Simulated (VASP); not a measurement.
# KCl (Fm-3m) in VASP: single point with PBEsol

Aim: the single point of KCl with PBEsol.

Program: VASP 6.6.1. These are calculated values, not measurements. Logs are shortened: lines on timing, memory, paths and dates and some standing lists are left out, and cuts for length are marked.

**The experiment to reproduce.**

A printed reference work, monograph reports, for a bulk crystal of KCl: band gap 8.68 eV.

The runs below are set against these values where they give the same quantity.

## Step 1: The cell of the first run

It takes space group Fm-3m (No. 225, cubic). Conventional cell: a = 6.312 Å, b = 6.312 Å, c = 6.312 Å, α = 90.00°, β = 90.00°, γ = 90.00°. Within 4.2 Å of K (site symmetry m-3m) lie 6 Cl at 3.16 Å. Within 4.2 Å of Cl (site symmetry m-3m) lie 6 K at 3.16 Å.

## Step 2: Single point, PBEsol

File INCAR:

```
SYSTEM = KCl
PREC = Accurate
ENCUT = 520
EDIFF = 1E-7
ISMEAR = 0
SIGMA = 0.05
LREAL = .FALSE.
LASPH = .TRUE.
NELM = 100
ALGO = Normal
ISIF = 2
LWAVE = .FALSE.
LCHARG = .FALSE.
GGA = PS
NBANDS = 15
```

File KPOINTS:

```
regular mesh
0
G
  6 6 6
  0 0 0
```

File POSCAR:

```
KCl
1.0
    0.0000000000      3.1561000000      3.1561000000
    3.1561000000      0.0000000000      3.1561000000
    3.1561000000      3.1561000000      0.0000000000
K Cl
1 1
Direct
    0.0000000000      0.0000000000      0.0000000000
    0.5000000000      0.5000000000      0.5000000000
```

Potentials or basis: VASP PAW PBE potentials, release 64 (K_sv, Cl).

Launch:

```bash
> cat potpaw_PBE.64/K_sv/POTCAR potpaw_PBE.64/Cl/POTCAR > POTCAR
> mpirun -np 1 vasp_std > vasp.out
```

OUTCAR:

```text
SYSTEM = KCl
   PREC = Accurate
   ENCUT = 520
   EDIFF = 1E-7
   ISMEAR = 0
   LREAL = .FALSE.
   LASPH = .TRUE.
   NELM = 100
   ISIF = 2
   GGA = PS

 ion  position               nearest neighbor table
   1  0.000  0.000  0.000-   2 3.16   2 3.16   2 3.16   2 3.16   2 3.16   2 3.16
   2  0.500  0.500  0.500-   1 3.16   1 3.16   1 3.16   1 3.16   1 3.16   1 3.16

  LATTYP: Found a face centered cubic cell.
 ALAT       =     6.3122000000

  Lattice vectors:

 A1 = (   0.0000000000,   3.1561000000,   3.1561000000)
 A2 = (   3.1561000000,   0.0000000000,   3.1561000000)
 A3 = (   3.1561000000,   3.1561000000,   0.0000000000)

Analysis of symmetry for initial positions (statically):
=====================================================================
 Subroutine PRICEL returns:
 Original cell was already a primitive cell.

 Routine SETGRP: Setting up the symmetry group for a
 face centered cubic supercell.

 Subroutine GETGRP returns: Found 48 space group operations
 (whereof 48 operations were pure point group operations)
 out of a pool of 48 trial point group operations.

The static configuration has the point symmetry O_h .

Analysis of symmetry for dynamics (positions and initial velocities):
=====================================================================
 Subroutine PRICEL returns:
 Original cell was already a primitive cell.

 Routine SETGRP: Setting up the symmetry group for a
 face centered cubic supercell.

 Subroutine GETGRP returns: Found 48 space group operations
 (whereof 48 operations were pure point group operations)
 out of a pool of 48 trial point group operations.

The dynamic configuration has the point symmetry O_h .

 Subroutine INISYM returns: Found 48 space group operations
 (whereof 48 operations are pure point group operations),
 and found     1 'primitive' translations

----------------------------------------------------------------------------------------

                                     Primitive cell

  volume of cell :      62.8756

  direct lattice vectors                    reciprocal lattice vectors
     0.000000000  3.156100000  3.156100000    -0.158423371  0.158423371  0.158423371
     3.156100000  0.000000000  3.156100000     0.158423371 -0.158423371  0.158423371
     3.156100000  3.156100000  0.000000000     0.158423371  0.158423371 -0.158423371

  length of vectors
     4.463399424  4.463399424  4.463399424     0.274397327  0.274397327  0.274397327

  position of ions in fractional coordinates (direct lattice)
     0.000000000  0.000000000  0.000000000
     0.500000000  0.500000000  0.500000000

  ion indices of the primitive-cell ions
   primitive index   ion index
                 1           1
                 2           2
[... 77 lines left out ...]
   EFERMI =   0.00;   METHOD = LEGACY
   ISMEAR =     0;   SIGMA  =   0.05  broadening in eV -4-tet -1-fermi 0-gaus
   EFERMI_NEDOS =   21; number of points for ismear=-14 and -15
   IALGO  =     38    algorithm
   IMIX   =      4    mixing-type and parameters
     AMIX     =   0.40;   BMIX     =  1.00
     AMIX_MAG =   1.60;   BMIX_MAG =  1.00
  volume/ion in A,a.u.               =      31.44       212.15
  Fermi-wavevector in a.u.,A,eV,Ry     =   1.037419  1.960437 14.643101  1.076238
  Thomas-Fermi vector in A             =   2.171856
   LORBIT       =      0    0 simple, 1 ext, 2 COOP (PROOUT), +10 PAW based schemes
   GGA     = PS    functional components
   LHFCALC =     F    Hartree Fock is set to
   AEXX    =    0.0000 exact exchange contribution
   IVDW    =     0    specifies the selected vdW correction
   LEPSILON=     F    determine dielectric tensor
   LRPA    =     F    only Hartree local field effects (RPA)
 non-spin polarized calculation
 Gauss-broadening in eV      SIGMA  =   0.05
  energy-cutoff  :      520.00
  volume of cell :       62.88
 maximum number of plane-waves:      1711
 NGX is ok and might be reduce to    36
   NGX = 17   NGY = 17   NGZ = 17

 number of electron      16.0000000 magnetization

 Free energy of the ion-electron system (eV)
  ---------------------------------------------------
  ext. energy  EPLUGINS =         0.00000000
  ---------------------------------------------------
  free energy    TOTEN  =        -7.02058617 eV

  energy without entropy =       -7.02058617  energy(sigma->0) =       -7.02058617

 E-fermi :  -1.6896     XC(G=0):  -7.6805

 val. band max:       -1.9413347580   @ k =   0.0000   0.0000   0.0000
 cond. band min:       3.0524578885   @ k =   0.0000   0.0000   0.0000
 fundamental gap:      4.9937926465
 Fermi energy:        -1.6896176908

 k-point     1 :       0.0000    0.0000    0.0000
  band No.  band energies     occupation
      1     -29.0083      2.00000
      2     -14.0220      2.00000
      3     -12.5344      2.00000
      4     -12.5344      2.00000
      5     -12.5344      2.00000
      6      -1.9413      2.00000
      7      -1.9413      2.00000
      8      -1.9413      2.00000
      9       3.0525      0.00000
     10       6.3499      0.00000
     11       6.3499      0.00000
     12       6.3499      0.00000
     13       7.2297      0.00000
     14       7.2297      0.00000
[... 257 lines left out ...]
      2     -13.9927      2.00000
      3     -12.6552      2.00000
      4     -12.6119      2.00000
      5     -12.4825      2.00000
      6      -2.5234      2.00000
      7      -2.3685      2.00000
      8      -2.3058      2.00000
      9       5.1877      0.00000
     10       6.8300      0.00000
     11       6.9853      0.00000
     12       8.1139      0.00000
     13       8.9252      0.00000
     14       9.7275      0.00000
     15      10.2444      0.00000

------------------------ aborting loop because EDIFF is reached ----------------------------------------

  FORCE on cell =-STRESS in cart. coord.  units (eV):
  Direction    XX          YY          ZZ          XY          YZ          ZX
  --------------------------------------------------------------------------------------
  -------------------------------------------------------------------------------------
  Total       -0.2050441     -0.2050441     -0.2050441      0.0000000      0.0000000      0.0000000
  in kB       -5.2248705     -5.2248705     -5.2248705      0.0000000      0.0000000      0.0000000
  external PRESSURE =      -5.2248705 kB  Pullay stress =       0.0000000 kB

 VOLUME and BASIS-vectors are now :
 -----------------------------------------------------------------------------
  energy-cutoff  :      520.00
  volume of cell :       62.88
      direct lattice vectors                 reciprocal lattice vectors
     0.000000000  3.156100000  3.156100000    -0.158423371  0.158423371  0.158423371
     3.156100000  0.000000000  3.156100000     0.158423371 -0.158423371  0.158423371
     3.156100000  3.156100000  0.000000000     0.158423371  0.158423371 -0.158423371

 POSITION                                       TOTAL-FORCE (eV/Angst)
 -----------------------------------------------------------------------------------
      0.00000      0.00000      0.00000         0.000000      0.000000      0.000000
      3.15610      3.15610      3.15610        -0.000000     -0.000000     -0.000000
 -----------------------------------------------------------------------------------
    total drift:                                0.000000      0.000000      0.000000

  FREE ENERGIE OF THE ION-ELECTRON SYSTEM (eV)
  ---------------------------------------------------
  free  energy   TOTEN  =        -7.0205861692 eV

  energy  without entropy=       -7.0205861692  energy(sigma->0) =       -7.02058617
```

It took 55 s on 1 thread of AMD EPYC 7R13, shared host; peak memory 0.17 GiB.

What came out:

```yaml
Free_energy: -7.0206 eV
Pressure: -0.5 GPa
Band_gap_on_the_k_mesh: 4.99 eV, direct
```

Caveat: the PAW data sets were made with another functional, which shifts forces and pressure a little.

## Step 3: How close it comes

Step 2. Against the measured gap of KCl, 8.68 eV (a printed reference work, monograph), the calculated 4.99 eV is off by -3.69 eV. The value is that of PBEsol, without temperature or zero-point motion. Semilocal functionals fall short of measured gaps as a rule.
